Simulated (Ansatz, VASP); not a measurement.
## Si: VASP beside Ansatz

```xyz
2
Lattice="-2.5611 2.5611 1.3293 2.5611 -2.5611 1.3293 2.5611 2.5611 -1.3293" Properties=species:S:1:pos:R:3 pbc="T T T"
Si    2.5611    0.0000    0.6646
Si    0.0000    0.0000    1.3293
```

Change from the starting cell: strain +0.080 along x and y, +0.000 along z, atoms carried along.

Alike in both runs: task single point; functional LDA; k mesh 20 × 20 × 20; occupations gaussian, width 0.15 eV; no spin polarisation.

```csv
,VASP,Ansatz
version,VASP 6.6.1,Ansatz 0.2.0
potentials or method,"VASP PAW LDA potentials, release 64 (Si)","scalar-relativistic, plane waves, PAW"
plane-wave cutoff (eV),520,420
valence electrons in the cell,8,8
```

```csv
,VASP,Ansatz,Ansatz less VASP
gap on the k mesh at the Fermi level (eV),none,none,-
pressure (GPa),-13.1,-13.1,-0.02
largest component of the traceless stress (GPa),2.58,2.57,-0.013
```

A gap of «none» marks a metal or a gap that the smearing closes.
